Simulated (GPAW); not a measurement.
Runs of GPAW 26.7.0 on ZnCu2SnS4. It takes space group I-4 (No. 82, tetragonal). The conventional cell has a = 5.434 Å, b = 5.434 Å, c = 10.850 Å, α = 90.00°, β = 90.00°, γ = 90.00°. Sn (site symmetry -4) has 4 S at 2.41 Å as nearest neighbours. Zn (site symmetry -4) is surrounded by 4 S at 2.33 Å. Around Cu (site symmetry -4) lie 4 S at 2.33 Å. Around Cu (site symmetry -4) lie 4 S at 2.33 Å. Around S (site symmetry 1) lie 1 Zn at 2.33 Å and 2 Cu at 2.33 Å and 1 Sn at 2.41 Å. 

```csv
task,level,potentials or basis,U,smearing,maxiter,convergence,response ecut,eta,response k mesh,gap on the mesh (eV),pressure (GPa),largest force (eV/Å)
single point,PBE,"GPAW PAW data sets (gpaw-data 1.2.1), pw",-,fermi-dirac 0.05 eV,120,default,-,-,-,0.30,(c),0.53
optical spectrum,PBE+U,"GPAW PAW data sets (gpaw-data 1.2.1), pw",Cu d U = 2.0 eV,fermi-dirac 0.001 eV,150,-,50 eV,0.1 eV,4 × 4 × 4,0.47,-,-
optical spectrum,PBE+U,"GPAW PAW data sets (gpaw-data 1.2.1), pw",Cu d U = 8.0 eV,fermi-dirac 0.001 eV,150,-,50 eV,0.1 eV,4 × 4 × 4,(a),-,-
optical spectrum,PBE+U,"GPAW PAW data sets (gpaw-data 1.2.1), pw",Cu d U = 6.0 eV,fermi-dirac 0.001 eV,150,-,50 eV,0.1 eV,4 × 4 × 4,0.81,-,-
optical spectrum,PBE,"GPAW PAW data sets (gpaw-data 1.2.1), pw",-,fermi-dirac 0.001 eV,150,-,50 eV,0.1 eV,4 × 4 × 4,0.30,-,-
optical spectrum,PBE+U,"GPAW PAW data sets (gpaw-data 1.2.1), pw",Cu d U = 4.0 eV,fermi-dirac 0.001 eV,150,-,50 eV,0.1 eV,4 × 4 × 4,0.65,-,-
single point,LDA,"the program's PAW data sets (release 1.2.1) made for this functional, pw",-,fermi-dirac 0.05 eV,120,default,-,-,-,0.19,(b),0.60
```

Alike in all rows: no spin polarisation; cell as given; k mesh 5 × 5 × 5; cutoff (eV) 450.

**Question.** Fill in the values left out.

**Answer.** (a) 0.96; (b) -5.3; (c) 1.1.

Caveats: spin-orbit coupling is left out, which moves the levels of the heavy elements; with so narrow a direct gap the onset needs a denser k mesh (some runs); the long-wavelength limit can be off by several per cent where d states take part (some runs); response on these states lacks terms of the Hamiltonian (some runs); with this Cu data set, volumes or pressures lay over 1.5 % or 2 GPa off other programs in two to four cells of ten (some runs); the cutoff is short for stress and forces, so pressures can be off by a GPa or more (some runs); an odd mesh through Γ misses points on the zone boundary, where band edges often lie (some runs).

A k mesh can miss the band edges, and the runs leave out spin-orbit coupling on Sn.

Not every run made on this cell is shown here.
